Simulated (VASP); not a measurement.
Here is a VASP 6.6.1 calculation.

INCAR

```
SYSTEM = C
ALGO = Normal
EDIFF = 1E-7
ENCUT = 520
GGA = PE
ISIF = 2
ISMEAR = 0
LASPH = .True.
LCHARG = .False.
LREAL = .False.
LWAVE = .False.
NBANDS = 21
NELM = 80
PREC = Accurate
SIGMA = 0.1
```

Contents of KPOINTS:

```
k-points
0
Gamma
  6 6 6
  0 0 0
```

POSCAR

```
C
1.0
   -2.4500546151      2.4500546151      2.4500546151
    2.4500546151     -2.4500546151      2.4500546151
    2.4500546151      2.4500546151     -2.4500546151
C
6
Direct
    0.6250000000      0.2500000000      0.8750000000
    0.8750000000      0.6250000000      0.2500000000
    0.7500000000      0.6250000000      0.8750000000
    0.2500000000      0.8750000000      0.6250000000
    0.8750000000      0.7500000000      0.6250000000
    0.6250000000      0.8750000000      0.7500000000
```

Potentials or basis: VASP PAW PBE potentials, release 64 (C).

Command:

```console
$ cat potpaw_PBE.64/C/POTCAR > POTCAR
$ mpirun -np 1 vasp_std > vasp.out
```

Task: Predict the band gap on the k mesh.

Result: None (metal or under the smearing width).

Task: What does it give for the pressure?

Result: 0.3 GPa.
